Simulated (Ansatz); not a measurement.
Runs of Ansatz 0.2.0 on Te2Pt (Moncheite). Symmetry: P-3m1, No. 164, trigonal system. The conventional cell has a = 4.010 Å, b = 4.010 Å, c = 5.201 Å, α = 90.00°, β = 90.00°, γ = 120.00°. Pt (site symmetry -3m) has 6 Te at 2.66 Å as nearest neighbours. Te (site symmetry 3m) has 3 Pt at 2.66 Å as nearest neighbours. 

```csv
task,level,points for each segment of the path,gap on the mesh (eV),pressure (GPa),largest force (eV/Å)
single point,B3LYP,-,none,(c),0.84
single point,PBE0,-,none,4.8,(b)
band structure,HSE06,4,none,4.8,0.46
band structure,HSE03,4,none,5.2,0.50
single point,PBEsol0,-,none,1.7,(a)
```

Alike in all rows: potentials or basis Ansatz PAW; no spin polarisation; cell as given; k mesh 4 × 4 × 3; cutoff (eV) 420; smearing fermi-dirac 0.05 eV; the mesh is coarse, so values aren't converged.

Task: Fill in the values left out.

Result: (a) 0.27; (b) 0.44; (c) 11.5.

Caveats: all runs use coarse meshes; the PAW data sets come from PBE, with cores solved anew for the run's functional, which leaves a small shift of forces and pressure; the thresholds are loose for stress; spin-orbit coupling is left out, which moves the levels of the heavy elements (some runs).

A k mesh can miss the band edges, and the runs leave out spin-orbit coupling on Pt, Te.

A gap of «none» marks a metal or a gap under the smearing width.
